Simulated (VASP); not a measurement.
# Ti (P6/mmm) in VASP: further runs

One crystal, Ti, is run at these levels: PBE; tasks: single point.

Everything below comes from runs of VASP 6.6.1. Logs are shortened: lines on timing, memory, paths and dates and some standing lists are left out, and cuts for length are marked.

## Step 1: Starting point

The structure is hexagonal, space group P6/mmm (No. 191). Conventional cell: a = 4.567 Å, b = 4.567 Å, c = 2.826 Å, α = 90.00°, β = 90.00°, γ = 120.00°. Ti (site symmetry -6m2) has 11 Ti at 2.64 to 2.99 Å as nearest neighbours. Around Ti (site symmetry 6/mmm) lie 14 Ti at 2.83 to 2.99 Å.

This isn't the form of Ti at room conditions, which is hcp.

## Step 2: Single point, PBE

Contents of INCAR:

```
SYSTEM = Ti
PREC     = Accurate       ! precision mode
ENCUT    = 400            ! plane-wave cutoff, eV
EDIFF    = 1E-6           ! SCF threshold, eV
ISMEAR   = 0              ! smearing method
SIGMA    = 0.4            ! smearing width, eV
LREAL    = .False.        ! projectors in reciprocal space
LASPH    = .True.         ! aspherical terms in the spheres
NELM     = 100            ! most SCF steps
ALGO     = Normal         ! electronic algorithm
ISIF     = 2              ! what is computed and relaxed
LWAVE    = .False.        ! write WAVECAR
LCHARG   = .False.        ! write CHGCAR
GGA      = PE             ! functional
NBANDS   = 13             ! bands
ADDGRID  = .False.
```

Contents of KPOINTS:

```
Automatic mesh
0
Gamma
  5 5 7
  0 0 0
```

Contents of POSCAR:

```
Ti
1.0
    4.5673748306      0.0000000000      0.0000000000
   -2.2836874153      3.9554626319      0.0000000000
    0.0000000000      0.0000000000      2.8262442700
Ti
3
Direct
    0.6666666667      0.3333333333      0.5000000000
    0.3333333333      0.6666666667      0.5000000000
    0.0000000000      0.0000000000      0.0000000000
```

Potentials or basis: VASP PAW PBE potentials, release 64 (Ti).

On the command line:

```console
cat potpaw_PBE.64/Ti/POTCAR > POTCAR
mpirun -np 1 vasp_std > vasp.out
```

OUTCAR:

```text
SYSTEM = Ti
   PREC = Accurate
   ENCUT = 400
   EDIFF = 1E-6
   ISMEAR = 0
   LREAL = .False.
   LASPH = .True.
   NELM = 100
   ISIF = 2
   GGA = PE

 Found     20 irreducible k-points:

 Following reciprocal coordinates:
            Coordinates               Weight
  0.000000  0.000000  0.000000      1.000000
  0.200000  0.000000  0.000000      6.000000
  0.400000  0.000000  0.000000      6.000000
  0.200000  0.200000  0.000000      6.000000
  0.400000  0.200000  0.000000      6.000000
  0.000000  0.000000  0.142857      2.000000
   k-points           NKPTS =     20   k-points in BZ     NKDIM =     20   number of bands    NBANDS=     13
   number of dos      NEDOS =    301   number of ions     NIONS =      3
   total plane-waves  NPLWV =  16200
   dimension x,y,z NGX =    30 NGY =   30 NGZ =   18
   dimension x,y,z NGXF=    60 NGYF=   60 NGZF=   36
   ions per type =               3
   NGX,Y,Z   is equivalent  to a cutoff of  10.92, 10.92, 10.59 a.u.
   NGXF,Y,Z  is equivalent  to a cutoff of  21.84, 21.84, 21.18 a.u.
 SYSTEM =  Ti
   PREC   = accura    normal or accurate (medium, high low for compatibility)
   ISTART =      0    job   : 0-new  1-cont  2-samecut
   ICHARG =      2    charge: 1-file 2-atom 10-const
   ISPIN  =      1    spin polarized calculation?
   LNONCOLLINEAR =      F non collinear calculations
   LSORBIT =      F    spin-orbit coupling
   LASPH  =      T    aspherical Exc in radial PAW
   ENCUT  =  400.0 eV  29.40 Ry    5.42 a.u.   7.45  7.45  4.61*2*pi/ulx,y,z
   NELM   =    100;   NELMIN=  2; NELMDL= -5     # of ELM steps
   EDIFF  = 0.1E-05   stopping-criterion for ELM
   LREAL  =      F    real-space projection
   EDIFFG = 0.1E-04   stopping-criterion for IOM
   NSW    =      0    number of steps for IOM
   IBRION =     -1    ionic relax: 0-MD 1-quasi-New 2-CG
   NFREE  =      0    steps in history (QN), initial steepest desc. (CG)
   ISIF   =      2    stress and relaxation
   ISYM   =      2    0-nonsym 1-usesym 2-fastsym
   POTIM  = 0.5000    time-step for ionic-motion
   TEBEG  =    0.0;   TEEND  =   0.0 temperature during run
   PSTRESS=    0.0 pullay stress
   NELECT =      12.0000    total number of electrons
   NUPDOWN=      -1.0000    fix difference up-down
   EMIN   =  10.00;   EMAX   =-10.00  energy-range for DOS
   EFERMI =   0.00;   METHOD = LEGACY
   ISMEAR =     0;   SIGMA  =   0.40  broadening in eV -4-tet -1-fermi 0-gaus
   EFERMI_NEDOS =   21; number of points for ismear=-14 and -15
   IALGO  =     38    algorithm
   IMIX   =      4    mixing-type and parameters
     AMIX     =   0.40;   BMIX     =  1.00
     AMIX_MAG =   1.60;   BMIX_MAG =  1.00
  volume/ion in A,a.u.               =      17.02       114.85
  Fermi-wavevector in a.u.,A,eV,Ry     =   1.010285  1.909162 13.887145  1.020676
  Thomas-Fermi vector in A             =   2.143265
   LORBIT       =      0    0 simple, 1 ext, 2 COOP (PROOUT), +10 PAW based schemes
   GGA     = PE    functional components
   LHFCALC =     F    Hartree Fock is set to
   AEXX    =    0.0000 exact exchange contribution
   IVDW    =     0    specifies the selected vdW correction
   LEPSILON=     F    determine dielectric tensor
   LRPA    =     F    only Hartree local field effects (RPA)
 non-spin polarized calculation
 Gauss-broadening in eV      SIGMA  =   0.40
  energy-cutoff  :      400.00
  volume of cell :       51.06
 maximum number of plane-waves:       945
 NGX is ok and might be reduce to    30
   NGX = 15   NGY = 15   NGZ =  9

 number of electron      12.0000003 magnetization

 Free energy of the ion-electron system (eV)
  ---------------------------------------------------
  ext. energy  EPLUGINS =         0.00000000
  ---------------------------------------------------
  free energy    TOTEN  =       -23.45095780 eV

  energy without entropy =      -23.16257828  energy(sigma->0) =      -23.30676804

 E-fermi :   3.0239     XC(G=0): -11.1520

 val. band max:        3.0227081655   @ k =   0.4000   0.0000   0.1429
 cond. band min:       3.0393491312   @ k =   0.0000   0.0000   0.0000
 fundamental gap:      0.0166409657
 Fermi energy:         3.0238944706

 k-point     1 :       0.0000    0.0000    0.0000
  band No.  band energies     occupation
      1      -2.9669      2.00000
      2       1.1252      2.00000
      3       2.3689      1.97943
      4       2.3689      1.97943
      5       2.4505      1.95736
      6       2.4505      1.95736
      7       3.0393      0.95642
      8       3.7402      0.01133
      9       4.3391      0.00000
     10       4.3391      0.00000
     11       4.8686      0.00000
     12       4.8730      0.00000
     13       4.9456      0.00000

 k-point     2 :       0.2000    0.0000    0.0000
  band No.  band energies     occupation
      1      -2.5097      2.00000
      2       1.0503      2.00000
      3       1.5815      2.00000
      4       2.1371      1.99828
      5       2.2258      1.99522
      6       3.0617      0.89363
      7       3.2879      0.35063
      8       3.7621      0.00905
      9       4.0433      0.00031
     10       4.4033      0.00000
     11       4.5500      0.00000
     12       4.6686      0.00000
     13       5.5041      0.00000

 k-point     3 :       0.4000    0.0000    0.0000
  band No.  band energies     occupation
      1      -1.2791      2.00000
      2       0.2672      2.00000
      3       0.5980      2.00000
      4       2.3586      1.98133
      5       2.5048      1.93352
      6       2.9957      1.07952
      7       3.3293      0.28019
      8       3.6290      0.03239
      9       3.9773      0.00075
     10       4.1185      0.00011
     11       4.7255      0.00000
     12       5.4107      0.00000
     13       5.4144      0.00000

 k-point     4 :       0.2000    0.2000    0.0000
  band No.  band energies     occupation
      1      -1.6748      2.00000
      2       0.5721      2.00000
      3       0.8560      2.00000
      4       2.1825      1.99707
      5       2.7105      1.73212
      6       3.0068      1.04832
      7       3.5293      0.07395
      8       3.5822      0.04838
      9       3.5907      0.04508
     10       4.3724      0.00000
     11       4.3832      0.00000
     12       5.1520      0.00000
     13       5.6056      0.00000

 k-point     5 :       0.4000    0.2000    0.0000
  band No.  band energies     occupation
      1      -0.4497      2.00000
      2      -0.2892      2.00000
      3       0.3321      2.00000
      4       2.6976      1.75139
      5       2.7325      1.69705
      6       2.8855      1.37530
      7       3.2740      0.37647
      8       3.3384      0.26621
      9       3.7489      0.01037
     10       4.2749      0.00001
     11       4.7921      0.00000
     12       4.8521      0.00000
     13       5.7107      0.00000

 k-point     6 :       0.0000    0.0000    0.1429
  band No.  band energies     occupation
      1      -2.5125      2.00000
      2       1.4581      2.00000
      3       2.0809      1.99914
      4       2.0809      1.99914
      5       2.2461      1.99404
      6       2.2461      1.99404
      7       3.6330      0.03127
      8       4.1310      0.00009
      9       4.2303      0.00002
     10       4.2303      0.00002
     11       4.7838      0.00000
     12       4.7838      0.00000
     13       5.2306      0.00000

 [... further k-points ...]

------------------------ aborting loop because EDIFF is reached ----------------------------------------

  FORCE on cell =-STRESS in cart. coord.  units (eV):
  Direction    XX          YY          ZZ          XY          YZ          ZX
  --------------------------------------------------------------------------------------
  -------------------------------------------------------------------------------------
  Total       -0.1765404     -0.1765404     -0.2650210      0.0000000      0.0000000      0.0000000
  in kB       -5.5396324     -5.5396324     -8.3160529      0.0000000      0.0000000      0.0000000
  external PRESSURE =      -6.4651059 kB  Pullay stress =       0.0000000 kB

 VOLUME and BASIS-vectors are now :
 -----------------------------------------------------------------------------
  energy-cutoff  :      400.00
  volume of cell :       51.06
      direct lattice vectors                 reciprocal lattice vectors
     4.567374831  0.000000000  0.000000000     0.218944150  0.126407464  0.000000000
    -2.283687415  3.955462632  0.000000000     0.000000000  0.252814928  0.000000000
     0.000000000  0.000000000  2.826244270     0.000000000  0.000000000  0.353826458

 POSITION                                       TOTAL-FORCE (eV/Angst)
 -----------------------------------------------------------------------------------
      2.28369      1.31849      1.41312         0.000000      0.000000      0.000000
     -0.00000      2.63698      1.41312        -0.000000     -0.000000      0.000000
      0.00000      0.00000      0.00000         0.000000      0.000000      0.000000
 -----------------------------------------------------------------------------------
    total drift:                               -0.000000      0.000000      0.000000

  FREE ENERGIE OF THE ION-ELECTRON SYSTEM (eV)
  ---------------------------------------------------
  free  energy   TOTEN  =       -23.4509578032 eV

  energy  without entropy=      -23.1625782775  energy(sigma->0) =      -23.30676804
```

Run time: 12 s. Hardware: 1 thread of Intel Xeon Platinum 8488C (Sapphire Rapids), shared host; peak memory 0.14 GiB.

These settings aren't checked as converged: the numbers below hold their error.

Results:

| Property | Result |
| --- | --- |
| Free energy | -23.4510 eV |
| Pressure | -0.6 GPa |
| Band gap on the k mesh | none (metal or under the smearing width) |

## Step 3: Single point, PBE

INCAR is that of step 2.

KPOINTS is that of step 2.

Contents of POSCAR:

```
Ti
1.0
    4.5673748306      0.0000000000      0.0000000000
   -2.2836874153      3.9554626319      0.0000000000
    0.0000000000      0.0000000000      2.8262442700
Ti
3
Direct
    0.6535550000      0.3369470000      0.4982190000
    0.3492570000      0.6782810000      0.5288300000
    0.0014220000     -0.0021490000     -0.0037100000
```

Potentials or basis: VASP PAW PBE potentials, release 64 (Ti).

On the command line:

```console
cat potpaw_PBE.64/Ti/POTCAR > POTCAR
mpirun -np 1 vasp_std > vasp.out
```

Wall time 30 s (1 thread of Intel Xeon Platinum 8488C (Sapphire Rapids), shared host); peak memory 0.16 GiB.

The run converged, but some of its settings lie outside the range that counts as converged, so its numbers aren't taken as properties of the crystal.

What came out:

```yaml
Free_energy: -23.4207 eV
Pressure: -0.4 GPa
Largest_force: 0.354 eV/Å
Band_gap_on_the_k_mesh: none (metal or under the smearing width)
```

## Step 4: Single point, PBE

Changes to INCAR since step 3:

```diff
@@ -5,3 +5,3 @@
 ISMEAR   = 0              ! smearing method
-SIGMA    = 0.4            ! smearing width, eV
+SIGMA    = 0.2            ! smearing width, eV
 LREAL    = .False.        ! projectors in reciprocal space
```

KPOINTS is that of step 3.

Contents of POSCAR:

```
Ti
1.0
    4.5673748306      0.0000000000      0.0000000000
   -2.2836874153      3.9554626319      0.0000000000
    0.0000000000      0.0000000000      2.8262442700
Ti
3
Direct
    0.6666666667      0.3333333333      0.5000000000
    0.3333333333      0.6666666667      0.5000000000
    0.0000000000      0.0000000000      0.0000000000
```

Potentials or basis: VASP PAW PBE potentials, release 64 (Ti).

On the command line:

```console
cat potpaw_PBE.64/Ti/POTCAR > POTCAR
mpirun -np 1 vasp_std > vasp.out
```

OUTCAR:

```text
SYSTEM = Ti
   PREC = Accurate
   ENCUT = 400
   EDIFF = 1E-6
   ISMEAR = 0
   LREAL = .False.
   LASPH = .True.
   NELM = 100
   ISIF = 2
   GGA = PE

 Found     20 irreducible k-points:

 Following reciprocal coordinates:
            Coordinates               Weight
  0.000000  0.000000  0.000000      1.000000
  0.200000  0.000000  0.000000      6.000000
  0.400000  0.000000  0.000000      6.000000
  0.200000  0.200000  0.000000      6.000000
  0.400000  0.200000  0.000000      6.000000
  0.000000  0.000000  0.142857      2.000000
   k-points           NKPTS =     20   k-points in BZ     NKDIM =     20   number of bands    NBANDS=     13
   number of dos      NEDOS =    301   number of ions     NIONS =      3
   total plane-waves  NPLWV =  16200
   dimension x,y,z NGX =    30 NGY =   30 NGZ =   18
   dimension x,y,z NGXF=    60 NGYF=   60 NGZF=   36
   ions per type =               3
   NGX,Y,Z   is equivalent  to a cutoff of  10.92, 10.92, 10.59 a.u.
   NGXF,Y,Z  is equivalent  to a cutoff of  21.84, 21.84, 21.18 a.u.
 SYSTEM =  Ti
   PREC   = accura    normal or accurate (medium, high low for compatibility)
   ISTART =      0    job   : 0-new  1-cont  2-samecut
   ICHARG =      2    charge: 1-file 2-atom 10-const
   ISPIN  =      1    spin polarized calculation?
   LNONCOLLINEAR =      F non collinear calculations
   LSORBIT =      F    spin-orbit coupling
   LASPH  =      T    aspherical Exc in radial PAW
[... 140 lines left out ...]
  band No.  band energies     occupation
      1      -2.5133      2.00000
      2       1.4536      2.00000
      3       2.0659      2.00000
      4       2.0659      2.00000
      5       2.2388      2.00000
      6       2.2388      2.00000
      7       3.6358      0.00002
      8       4.1166      0.00000
      9       4.2222      0.00000
     10       4.2222      0.00000
     11       4.7655      0.00000
     12       4.7655      0.00000
     13       5.2147      0.00000

 [... further k-points ...]

------------------------ aborting loop because EDIFF is reached ----------------------------------------

  FORCE on cell =-STRESS in cart. coord.  units (eV):
  Direction    XX          YY          ZZ          XY          YZ          ZX
  --------------------------------------------------------------------------------------
  -------------------------------------------------------------------------------------
  Total       -0.3832982     -0.3832982     -0.2368445     -0.0000000      0.0000000      0.0000000
  in kB      -12.0274531    -12.0274531     -7.4319054     -0.0000000      0.0000000      0.0000000
  external PRESSURE =     -10.4956039 kB  Pullay stress =       0.0000000 kB

 VOLUME and BASIS-vectors are now :
 -----------------------------------------------------------------------------
  energy-cutoff  :      400.00
  volume of cell :       51.06
      direct lattice vectors                 reciprocal lattice vectors
     4.567374831  0.000000000  0.000000000     0.218944150  0.126407464  0.000000000
    -2.283687415  3.955462632  0.000000000     0.000000000  0.252814928  0.000000000
     0.000000000  0.000000000  2.826244270     0.000000000  0.000000000  0.353826458

 POSITION                                       TOTAL-FORCE (eV/Angst)
 -----------------------------------------------------------------------------------
      2.28369      1.31849      1.41312        -0.000000      0.000000      0.000000
     -0.00000      2.63698      1.41312         0.000000     -0.000000      0.000000
      0.00000      0.00000      0.00000         0.000000     -0.000000      0.000000
 -----------------------------------------------------------------------------------
    total drift:                               -0.000000      0.000000      0.000000

  FREE ENERGIE OF THE ION-ELECTRON SYSTEM (eV)
  ---------------------------------------------------
  free  energy   TOTEN  =       -23.3480217242 eV

  energy  without entropy=      -23.2808140227  energy(sigma->0) =      -23.31441787
```

It took 12 s on 1 thread of Intel Xeon Platinum 8488C (Sapphire Rapids), shared host; peak memory 0.14 GiB.

The run converged, but some of its settings lie outside the range that counts as converged, so its numbers aren't taken as properties of the crystal.

What came out:

| Quantity | Value |
| --- | --- |
| Free energy | -23.3480 eV |
| Pressure | -1.0 GPa |
| Band gap on the k mesh | none (metal or under the smearing width) |

## Step 5: Single point, PBE

INCAR is that of step 4.

KPOINTS is that of step 4.

Contents of POSCAR:

```
Ti
1.0
    4.5673748306      0.0000000000      0.0000000000
   -2.2836874153      3.9554626319      0.0000000000
    0.0000000000      0.0000000000      2.8262442700
Ti
3
Direct
    0.6535550000      0.3369470000      0.4982190000
    0.3492570000      0.6782810000      0.5288300000
    0.0014220000     -0.0021490000     -0.0037100000
```

On the command line:

```console
cat potpaw_PBE.64/Ti/POTCAR > POTCAR
mpirun -np 1 vasp_std > vasp.out
```

Wall time 35 s (1 thread of Intel Xeon Platinum 8488C (Sapphire Rapids), shared host); peak memory 0.16 GiB.

These settings aren't checked as converged: the numbers below hold their error.

Results:

| Property | Result |
| --- | --- |
| Free energy | -23.3190 eV |
| Pressure | -0.8 GPa |
| Largest force | 0.353 eV/Å |
| Band gap on the k mesh | none (metal or under the smearing width) |
